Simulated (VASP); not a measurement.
Crystal: Ru.

```xyz
2
Lattice="2.7058 0.0000 0.0000 -1.3529 2.3433 0.0000 0.0000 0.0000 4.2819" Properties=species:S:1:pos:R:3 pbc="T T T"
Ru    1.3529    0.7811    3.2114
Ru    0.0000    1.5622    1.0705
```

- Program: VASP 6.6.1
- Task: single point
- Functional: PBEsol
- Potentials or basis: VASP PAW PBE potentials, release 64 (Ru_pv)
- Cutoff: 520 eV
- k mesh: 11 × 11 × 6
- Occupations: fermi-dirac, width 0.05 eV
- Spin: no spin polarisation

On this cell: pressure -6.3 GPa; largest force under 0.003 eV/Å; band gap on the k mesh none (metal or under the smearing width).

The same run follows on a disturbed copy (atoms moved at random, drawn with an rms of 0.05 Å):

```
CELL_PARAMETERS angstrom
2.70580 0.00000 0.00000
-1.35290 2.34329 0.00000
0.00000 0.00000 4.28190
ATOMIC_POSITIONS crystal
Ru 0.67236 0.34385 0.74518
Ru 0.32157 0.68043 0.24367
```

Problem. What does the disturbed cell give?

Solution. The energy (extrapolated to zero smearing) moves by +4.7 meV/atom; pressure -6.2 GPa; largest force 0.347 eV/Å; band gap on the k mesh none (metal or under the smearing width).

Forces in eV/Å, atoms in the order of the input:
```
Ru  -0.334  0.050 -0.078
Ru   0.334 -0.050  0.078
```

Stress tensor (GPa, compression positive):
```
-6.31  0.96  0.05
 0.96 -5.95 -0.01
 0.05 -0.01 -6.27
```

Caveats: the PAW data sets were made with another functional, which shifts forces and pressure a little.
